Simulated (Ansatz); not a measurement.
**ZnO: response to strain**

ZnO is deformed so: zz strain of +2 %. What stress and forces result, by LAPW, PAW and all-electron datasets made for the crystal?

Method: DFT LDA, scalar-relativistic, in Ansatz 0.2.0.

**1. The structure to begin with**

It takes space group P6_3mc (No. 186, hexagonal). The conventional cell has a = 3.249 Å, b = 3.249 Å, c = 5.204 Å, α = 90.00°, β = 90.00°, γ = 120.00°. Zn (site symmetry 3m) has 4 O at 1.97 to 1.99 Å as nearest neighbours. Around O (site symmetry 3m) lie 4 Zn at 1.97 to 1.99 Å.

Structure file:

```
CELL_PARAMETERS angstrom
3.24940 0.00000 0.00000
-1.62470 2.81406 0.00000
0.00000 0.00000 5.20380
ATOMIC_POSITIONS crystal
Zn 0.33333 0.66667 0.00000
Zn 0.66667 0.33333 0.50000
O 0.33333 0.66667 0.38210
O 0.66667 0.33333 0.88210
```

Atoms are numbered in the order of the input: Zn1, Zn2, O3, O4.

**2. After the deformation**

Space group P6_3mc before, P6_3mc after.

**3. LAPW, all electrons**

input.yaml reads:

```yaml
crystal:
  lattice:
    - [3.2493987239, 0.0, 0.0]
    - [-1.6246993619, 2.8140618419, 0.0]
    - [0.0, 0.0, 5.307876]
  atoms:
    - { symbol: Zn, position: [0.3333333333, 0.6666666667, 0.0] }
    - { symbol: Zn, position: [0.6666666667, 0.3333333333, 0.5] }
    - { symbol: O, position: [0.3333333333, 0.6666666667, 0.3821] }
    - { symbol: O, position: [0.6666666667, 0.3333333333, 0.8821] }
kpoints:
  mp_grid: { grid: [11, 11, 6] }
  band_path:
    path:
      - [0.0, 0.0, 0.0]
      - [0.5, 0.0, 0.0]
      - [0.3333333333, 0.3333333333, 0.0]
      - [0.0, 0.0, 0.0]
      - [0.0, 0.0, 0.5]
      - [0.5, 0.0, 0.5]
      - [0.3333333333, 0.3333333333, 0.5]
      - [0.0, 0.0, 0.5]
      - [0.5, 0.0, 0.5]
    npoints: 5
scf:
  occupations: { method: fermi_dirac, width: 0.02 }
hamiltonian:
  xc: lda
  pseudopotentials: { kind: all_electron, lapw: { basis_error: 0.0005 } }
output:
  forces: true
  stress: true
  eigenvalues: true
```

Launch:

```console
ansatz run input.yaml --threads 1 --pin off --max-ram 6144MiB --backend cpu --events-out ev --progress --plain --runs-dir out
```

**4. PAW on the default files**

input.yaml reads:

```yaml
crystal:
  lattice:
    - [3.2493987239, 0.0, 0.0]
    - [-1.6246993619, 2.8140618419, 0.0]
    - [0.0, 0.0, 5.307876]
  atoms:
    - { symbol: Zn, position: [0.3333333333, 0.6666666667, 0.0] }
    - { symbol: Zn, position: [0.6666666667, 0.3333333333, 0.5] }
    - { symbol: O, position: [0.3333333333, 0.6666666667, 0.3821] }
    - { symbol: O, position: [0.6666666667, 0.3333333333, 0.8821] }
kpoints:
  mp_grid: { grid: [11, 11, 6] }
scf:
  occupations: { method: fermi_dirac, width: 0.02 }
hamiltonian:
  xc: lda
  pseudopotentials: { kind: paw }
output:
  forces: true
  stress: true
  eigenvalues: true
  efg: { contact_densities: true }
```

**5. All-electron PAW on datasets made for the crystal**

Edit input.yaml of step 4 so:

```diff
@@ -16,3 +16,3 @@
   xc: lda
-  pseudopotentials: { kind: paw }
+  pseudopotentials: { kind: all_electron, datasets: crystal }
 output:
```

(Steps that only read results are left out.)

**Question.** What will these runs give? Wanted: pressure; largest shear or deviatoric stress.

The runs gave:

| quantity | value |
| --- | --- |
| pressure | LAPW -9.35, PAW -9.36, crystal datasets -9.35 GPa |
| largest shear or deviatoric stress (LAPW) | 2.01 GPa |

In words: The largest part of the stress beyond the pressure is 2.01 GPa in size, in the zz component; the atoms are carried along and not relaxed. No run of the undeformed cell stands beside it, so the pressure holds what the given cell had before the change. PAW: stress within 0.02 GPa of LAPW, forces within 3 meV/Å. Crystal datasets: stress within 0.01 GPa of LAPW, forces within 1 meV/Å.
